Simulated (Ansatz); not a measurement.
# Mn (P6_3/mmc) in Ansatz: a series of runs

One crystal, Mn, is run at these levels: PBEsol; tasks: single point.

Program: Ansatz 0.2.0. These are calculated values, not measurements. Logs are shortened: lines on timing, memory, paths and dates and some standing lists are left out, and cuts for length are marked.

## Step 1: The structure

The structure is hexagonal, space group P6_3/mmc (No. 194). The conventional cell has a = 2.484 Å, b = 2.484 Å, c = 4.026 Å, α = 90.00°, β = 90.00°, γ = 120.00°. Mn (site symmetry -6m2) is surrounded by 12 Mn at 2.47 to 2.48 Å.

This isn't the form of Mn at room conditions, which is a 58-atom cubic cell.

## Step 2: Single point, PBEsol, collinear spin, ferromagnetic start

File input.yaml:

```yaml
crystal:
  lattice:
    - [2.4836457705, 0.0, 0.0]
    - [-1.2418228853, 2.1509003313, 0.0]
    - [0.0, 0.0, 4.026195]
  atoms:
    - { symbol: Mn, position: [0.3333333333, 0.6666666667, 0.25], spin: 5.5 }
    - { symbol: Mn, position: [0.6666666667, 0.3333333333, 0.75], spin: 5.5 }
hamiltonian:
  xc: pbesol
  pseudopotentials: { kind: paw }
magnetization:
  spin_polarized: true
kpoints:
  mp_grid: { grid: [12, 12, 7] }
scf:
  occupations: { method: fermi_dirac, width: 0.05 }
output:
  forces: true
  stress: true
  eigenvalues: true
```

Potentials or basis: Ansatz PAW.

Command:

```console
> ansatz run input.yaml --threads 2 --pin off --max-ram 5632MiB --backend cpu --events-out ev --progress --plain --runs-dir out
```

The program printed:

```text
Warning: where an SCF of this run starts from atoms to list the orders of its open shells, Mn (sites 0, 1, from 0) starts with 5.00 μB on its 3d shell, in the place of the 5.50 μB that the deck gives it: its open shells can hold no more by Hund's first rule. To start from spheres of the given moment, type scf.initial_density.shell_occupations: []
Warning: RAYON_NUM_THREADS=2 ignored (pool sized by the plan → 2); use --threads N
Engine: ansatz 0.2.0, x86_64-unknown-linux-gnu
Pseudopotentials: kind: paw
Pseudopotential: Mn, paw, valence charge 15, recommended cutoff 420 eV (normal), Mn.paw.azcp
Functional definition: PBEsol
  exchange = pbesol_x
  correlation = pbesol_c
Crystal: 2 atoms, lattice volume = 21.508 Å³
Basis set: ecut = 420 eV, 391 PW (Γ), exchange–correlation on 36×36×54 points (8 copies of the dense FFT grid, shifted against one another)
Bands: 25, of which v1, the nominal top of the filled ones, is band 15 counted from 1 (14 counted from 0)
Symmetry: 24 space group operations
Space group: P63/mmc (ITA 194), of the structure as read, at distance tolerance 2.8e-5 Å
Magnetic group: BNS 194.263 (UNI 1493), of the structure as read, at distance tolerance 2.8e-5 Å
k-points: 76 of 1008
Non-local potential: Mn, projectors of the file, l = 0: 3, l = 1: 2, l = 2: 3, l = 3: 1
PAW form: soft (Blöchl's): semilocal exchange-correlation on the pseudo side does not see the compensation charge
PAW frozen core: Mn, regenerated for the run's functional, and the local potential with it (the file was generated under x = pbe(κ = 0.804, μ = 0.2195149727645171), c = pbe(β = 0.06672455060314922))
PAW one-centre angular grid: Mn, 590 points (default); XC on 64 Gauss nodes
Initial density: superposition of atomic densities (chi_scale 0.1, normalization cell)
Starting moments: Σ|m| = 11 μB on 2 of 2 sites
Initial wavefunctions: pseudopotential atomic-orbital guess
Functional: x = pbesol(κ = 0.804, μ = 0.12345679012345678), c = pbesol(β = 0.046)
SCF iter   1: F=—  HF=-7745.743263 eV  |F-HF|=—  |Δ(HF+E_count)|=         —  Δρ=5.80e-1 (↑5.80e-1 ↓3.78e-1)  dr2=7.85e0  dr2_m=4.47e1  M=1.088 μB ∫|m|=1.095 μB  β_m=0.30  ethr=3.10e-3  ⟨swp⟩=4.3  Hψ=13625  notcnv=0
Mixer restart at iter 1: flushing history
preconditioner: auto → none  [metal: Δε(μ)=0.019 eV  Ē_g=11.346 eV  σ=0.050 eV  W_gap=0.09  n_scr=2 (ndim 8)  ℏωp=30.0 eV  f_vac=0.000  D(μ)=2.50/eV (n_scr^D=34)  sad-step TF]
SCF iter   2: F=—  HF=-7738.832169 eV  |F-HF|=—  |Δ(HF+E_count)|=    6.91e0  Δρ=3.53e-1 (↑3.53e-1 ↓2.92e-1)  dr2=9.31e-1  dr2_m=2.04e1  M=1.293 μB ∫|m|=1.294 μB  β_m=0.58  ethr=3.10e-3  ⟨swp⟩=3.6  Hψ=8564  notcnv=0  defer=361
SCF iter   3: F=—  HF=-7739.216093 eV  |F-HF|=—  |Δ(HF+E_count)|=   3.84e-1  Δρ=1.87e-1 (↑1.87e-1 ↓4.26e-2)  dr2=4.56e0  dr2_m=2.04e0  M=0.350 μB ∫|m|=0.350 μB  β_m=0.49  ethr=3.10e-3  ⟨swp⟩=3.4  Hψ=8274  notcnv=0  defer=347
SCF iter   4: F=—  HF=-7737.441982 eV  |F-HF|=—  |Δ(HF+E_count)|=    1.77e0  Δρ=3.68e-2 (↑2.17e-2 ↓3.68e-2)  dr2=3.16e-2  dr2_m=1.65e-1  M=0.213 μB ∫|m|=0.214 μB  β_m=0.74  ethr=3.10e-3  ⟨swp⟩=3.2  Hψ=8667  notcnv=0  defer=357
SCF iter   5: F=—  HF=-7737.524477 eV  |F-HF|=—  |Δ(HF+E_count)|=   8.25e-2  Δρ=1.05e-2 (↑7.04e-3 ↓1.05e-2)  dr2=4.08e-2  dr2_m=1.10e-3  M=0.030 μB ∫|m|=0.034 μB  β_m=0.87  ethr=1.05e-4  ⟨swp⟩=2.9  Hψ=7250  notcnv=0  defer=349
SCF iter   6: F=—  HF=-7737.517681 eV  |F-HF|=—  |Δ(HF+E_count)|=   6.80e-3  Δρ=2.08e-3 (↑1.41e-3 ↓2.08e-3)  dr2=9.08e-5  dr2_m=5.93e-4  M=-0.009 μB ∫|m|=0.009 μB  β_m=0.83  ethr=1.05e-4  ⟨swp⟩=2.3  Hψ=5957  notcnv=0  defer=349
SCF iter   7: F=—  HF=-7737.517841 eV  |F-HF|=—  |Δ(HF+E_count)|=   1.60e-4  Δρ=3.24e-4 (↑1.42e-4 ↓3.24e-4)  dr2=7.18e-6  dr2_m=9.61e-6  M=-0.001 μB ∫|m|=0.001 μB  β_m=0.91  ethr=3.03e-7  ⟨swp⟩=2.5  Hψ=5968  notcnv=0  defer=349
SCF iter   8: F=—  HF=-7737.517834 eV  |F-HF|=—  |Δ(HF+E_count)|=   6.92e-6  Δρ=6.23e-5 (↑2.85e-5 ↓6.23e-5)  dr2=1.79e-7  dr2_m=3.86e-7  M=0.000 μB ∫|m|=0.000 μB  β_m=0.93  ethr=2.39e-8  ⟨swp⟩=2.3  Hψ=5299  notcnv=0  defer=349
SCF iter   9: F=—  HF=-7737.517834 eV  |F-HF|=—  |Δ(HF+E_count)|=   4.15e-8  Δρ=9.15e-6 (↑8.10e-6 ↓9.15e-6)  dr2=9.79e-10  dr2_m=1.41e-8  M=0.000 μB ∫|m|=0.000 μB  β_m=0.86  ethr=5.95e-10  ⟨swp⟩=2.4  Hψ=5780  notcnv=0  defer=349
SCF iter  10: F=—  HF=-7737.517834 eV  |F-HF|=—  |Δ(HF+E_count)|=   1.65e-9  Δρ=1.12e-6 (↑1.12e-6 ↓3.77e-7)  dr2=1.94e-10  dr2_m=7.29e-11  M=0.000 μB ∫|m|=0.000 μB  β_m=0.89  ethr=3.26e-12  ⟨swp⟩=2.0  Hψ=5979  notcnv=0  defer=349
SCF iter  11: F=-7737.517834 eV  HF=-7737.517834 eV  |F-HF|=7.28e-12  |Δ(HF+E_count)|=  9.09e-12  Δρ=2.03e-7 (↑2.03e-7 ↓6.85e-8)  dr2=1.04e-11  dr2_m=1.47e-12  M=0.000 μB ∫|m|=0.000 μB  ethr=1.00e-12  ⟨swp⟩=5.7  Hψ=12472  notcnv=0
SCF 1 converged in 11 iterations: F = -7737.517834 eV  dr2 = 1.04e-11
Symmetry: 12 space group operations
k-points: 76 of 1008 (time reversal used)
Initial density: read from a saved state, or passed on in memory by an earlier SCF of this step, an earlier step, the calling program or the single point that the run made first
Starting moments: Σ|m| = 11 μB on 2 of 2 sites; this step starts from the density that it was given
Initial wavefunctions: those read from a saved state, or passed on in memory by an earlier step or the calling program
iter 1 solved again at ethr=1.00e-12 eV; its pass at ethr=3.33e-6 eV (dr2=1.05e-11 eV) is discarded
SCF iter   1: F=—  HF=-7737.517834 eV  |F-HF|=—  |Δ(HF+E_count)|=         —  Δρ=2.04e-7 (↑2.04e-7 ↓6.89e-8)  dr2=1.05e-11  dr2_m=1.47e-12  M=0.000 μB ∫|m|=0.000 μB  ethr=1.00e-12  ⟨swp⟩=1.0  Hψ=18540  notcnv=0
preconditioner: auto → none  [metal: Δε(μ)=0.014 eV  Ē_g=11.282 eV  σ=0.050 eV  W_gap=0.07  n_scr=2 (ndim 8)  ℏωp=30.0 eV  f_vac=0.000  D(μ)=2.57/eV (n_scr^D=34)]
SCF iter   2: F=—  HF=-7737.517832 eV  |F-HF|=—  |Δ(HF+E_count)|=   2.26e-6  Δρ=1.62e-4 (↑1.62e-4 ↓1.62e-4)  dr2=1.31e-5  dr2_m=5.19e-7  M=-0.000 μB ∫|m|=0.046 μB  ethr=3.33e-6  ⟨swp⟩=1.0  Hψ=12662  notcnv=0
SCF iter   3: F=—  HF=-7737.517834 eV  |F-HF|=—  |Δ(HF+E_count)|=   2.01e-6  Δρ=3.41e-5 (↑3.41e-5 ↓3.41e-5)  dr2=4.36e-7  dr2_m=6.83e-8  M=0.000 μB ∫|m|=0.012 μB  ethr=5.70e-8  ⟨swp⟩=1.0  Hψ=8208  notcnv=0
SCF iter   4: F=-7737.517834 eV  HF=-7737.517834 eV  |F-HF|=2.28e-9  |Δ(HF+E_count)|=   2.50e-7  Δρ=2.25e-6 (↑2.25e-6 ↓2.24e-6)  dr2=2.87e-9  dr2_m=1.90e-11  M=-0.000 μB ∫|m|=0.000 μB  ethr=3.33e-10  ⟨swp⟩=1.0  Hψ=8208  notcnv=0
an SCF along what the orbitals of the run's state read of its open shells (or to have them read: on a GPU, or by another smearing), with 12 of the crystal's symmetry operations given up, reached no lower state that the run goes on to. This is no proof of a minimum
WARN: the starting moments were not kept: the SCF closed with an absolute magnetisation of 1.3e-6 μB, where they sum to 11 μB in size (2 sites). That is at most 0.1 of that sum. Measured as dr2_m measures the in/out step, that magnetisation stands 1.3e-12 eV from none, at or under the dr2_threshold of 1.0e-7 eV: it is no larger than a step whose dr2_m would equal this threshold. The system may hold no moment; this SCF shows only that its start led to no more than that. To try another start: raise the starting moments (crystal.atoms[].spin, magnetization.per_species, magnetization.initial_magnetization, or on a non-collinear deck that types none of these the spinor_matrix: blocks that start its atoms; where the total moment is fixed, keep their sum and leave initial_magnetization as it is; typed ones take the place of any that the run laid by itself, positive ones on a crystal's lanthanoids without a Hubbard term where scf.initial_density.shell_occupations: [] is typed) or, if the notice of its spin-set hold's release reads "site moments contracting" or "site moments show no strong build", lengthen the hold (scf.mixing.spin_hold: { on: { confirm: 4 } }; for m-r²SCAN on two components see the key's manual first). Each may lead to a state that holds a moment. A second SCF, from the converged charge density, with the starting moments and any scf.initial_density.shell_occupations laid on it anew, would have followed, and was not run: the deck does not ask for one (magnetization.retry_lost_moments is false, the default). To let it run, set magnetization.retry_lost_moments: true and run the deck again, where that key's refused combinations let it; where memory then withholds it, that run's warning says so.
SCF converged after 11 iterations
Magnetization: 0.0000 μB (15.0000 up, 15.0000 down)
Absolute magnetization: 0.0000 μB (∫|ρ↑−ρ↓|, with the PAW one-centre terms)
Spin contamination: 0.0000 ħ² per cell (⟨S²⟩ above its minimum at these occupations)
Per-site moments (μB) at R_I (Å): [(5.981256638578828e-7, 1.0195283593829112), (5.981256641483094e-7, 1.0195283593829112)]
Free energy (F): -7737.517834 eV
Harris-Foulkes:  -7737.517834 eV  (|F-HF|=7.28e-12)
Internal energy: -7737.496033 eV  (E = F + TS)
E sigma→0 (E₀):  -7737.506934 eV
Entropy (-TS):   -0.021800 eV (-10.900 meV/atom)
Fermi energy:    20.003982 eV
--- Per-component energies (eV) ---
  E_band       = -317.369181
  E_kinetic    = 617.288921
  E_local      = -3125.071715  (includes V_loc(G=0)·N_el)
  E_nonlocal   = 474.923386
  E_hartree    = 1297.288315
  E_xc         = -230.434827
  E_vxc        = -296.450721  (∫ρ·V_xc dr)
  E_paw        = -2532.532947  (= ΣΔE_a)
  E_vpaw       = -582.635892  (= ΣTr[D̂ρ^β])
  E_aug_tail   = -0.000018  (compensation charges beyond the density's cutoff)
  E_ewald      = -4239.296449
  E_core_change = 0.339301  (= ΣΔE_core)
  E_smearing   = -0.021800  (= −TS)
  E_closure    = 0.000000  (closes the sum)
  Σ components = -7737.517834   (vs F -7737.517834, Δ=0.00e0)
--- Forces (eV/Å), atoms counted from 1 ---
  atom   1  Mn     0.00000000    -0.00000000     0.00000000
  atom   2  Mn     0.00000000     0.00000000    -0.00000000
  max |Σ_I F_I| component: 0.00e0 eV/Å
--- Stress (GPa, compression-positive) ---
      -11.436093      -0.000000       0.000000
        0.000000     -11.436093      -0.000000
        0.000000      -0.000000     -11.872787
  P = ⅓ Tr σ = -11.5817 GPa (-115.817 kbar)
--- Band table (eV; the first three rows and the last of 152) ---
  k-point 0 ↑: bands = ["-58.8850", "-58.7221", "-28.0737", "-27.4010", "-27.4010", "-27.2956", "-27.2956", "-27.2871", "11.7627", "15.5487", "19.0311", "19.0617", "19.0617", "19.5346", "19.5346", "20.0704", "20.0704", "20.6698", "21.6389", "21.6389", "29.2243", "40.7084", "43.9288", "44.0163", "45.9454"]
  k-point 1 ↑: bands = ["-58.8770", "-58.7302", "-28.0359", "-27.3958", "-27.3958", "-27.3272", "-27.3009", "-27.3009", "11.9810", "15.5108", "18.9476", "18.9948", "18.9948", "19.4531", "19.4531", "20.0966", "20.2447", "20.2447", "21.6290", "21.6290", "30.1635", "40.4875", "43.4319", "43.5401", "46.0154"]
  k-point 2 ↑: bands = ["-58.8546", "-58.7530", "-27.9293", "-27.4390", "-27.3812", "-27.3812", "-27.3155", "-27.3155", "12.6084", "15.2687", "18.7335", "18.9139", "18.9139", "19.0714", "19.2609", "19.2609", "20.6245", "20.6245", "21.5578", "21.5578", "32.3852", "39.7774", "42.1223", "42.5933", "46.2225"]
  k-point 75 ↓: bands = ["-58.6889", "-58.6889", "-27.9033", "-27.9033", "-27.7741", "-27.7207", "-27.4317", "-27.4317", "17.1406", "17.2297", "17.2297", "17.3361", "18.4068", "18.4068", "19.9225", "20.2262", "21.6970", "21.6970", "27.7255", "27.7255", "28.8237", "30.0747", "32.1350", "32.1350", "42.2807"]
```

Run time: 11 s. Hardware: 2 threads of Intel Xeon Platinum 8375C at 2.90GHz (Ice Lake), shared host; peak memory 0.58 GiB.

Results:

| Item | Value |
| --- | --- |
| Free energy | -7737.5178 eV |
| Pressure | -11.6 GPa |
| Band gap on the k mesh | none (metal or under the smearing width) |
| Net moment | 0.00 μB per cell |
| Absolute moment | 0.00 μB per cell |

Caveat: the starting moments collapsed, and a magnetic state may lie lower; the PAW data sets come from PBE, with cores solved anew for the run's functional, which leaves a small shift of forces and pressure; the starting moments weren't kept.

## Step 3: Single point, PBEsol, non-collinear spin, random start

File input.yaml:

```yaml
crystal:
  lattice:
    - [2.4836457705, 0.0, 0.0]
    - [-1.2418228853, 2.1509003313, 0.0]
    - [0.0, 0.0, 4.026195]
  atoms:
    - { symbol: Mn, position: [0.3333333333, 0.6666666667, 0.25], spin: 1.33, spin_axis: [0.92, -0.926, 0.254] }
    - { symbol: Mn, position: [0.6666666667, 0.3333333333, 0.75], spin: 1.45, spin_axis: [0.179, 0.491, 1.353] }
hamiltonian:
  xc: pbesol
  pseudopotentials: { kind: paw }
magnetization:
  noncollinear: true
  spin_orbit: false
kpoints:
  mp_grid: { grid: [9, 9, 5] }
scf:
  occupations: { method: fermi_dirac, width: 0.05 }
output:
  forces: true
  stress: true
  eigenvalues: true
  write_density: true
  write_potential: true
  elf: true
  volumetric_format: npy
```

Potentials or basis: Ansatz PAW.

Command:

```console
> ansatz run input.yaml --threads 2 --pin off --max-ram 5632MiB --backend cpu --events-out ev --progress --plain --runs-dir out
```

It took 19 s on 2 threads of Intel Xeon Platinum 8375C at 2.90GHz (Ice Lake), shared host; peak memory 0.4 GiB.

The run converged. Its results:

* Free energy: -7737.5135 eV
* Pressure: -11.5 GPa
* Band gap on the k mesh: none (metal or under the smearing width)
* Net moment: 0.00 μB per cell
* Absolute moment: 0.00 μB per cell

Stress tensor (GPa, compression positive):
```
-10.89   0.00   0.00
  0.00 -10.89   0.00
  0.00   0.00 -12.79
```

Levels at points of the mesh, in eV from the Fermi level:
```
           k point  band 26  band 27  band 28  band 29  band 30  band 31  band 32  band 33  band 34  band 35
(0.00, 0.00, 0.00)    -0.93    -0.45    -0.45    -0.45    -0.45     0.08     0.08     0.08     0.08     0.68
```

Moments on the atoms (μB; x, y, z):
```
Mn  0.00 0.00 0.00
Mn  0.00 0.00 0.00
```

Caveat: the PAW data sets come from PBE, with cores solved anew for the run's functional, which leaves a small shift of forces and pressure; the starting moments weren't kept.
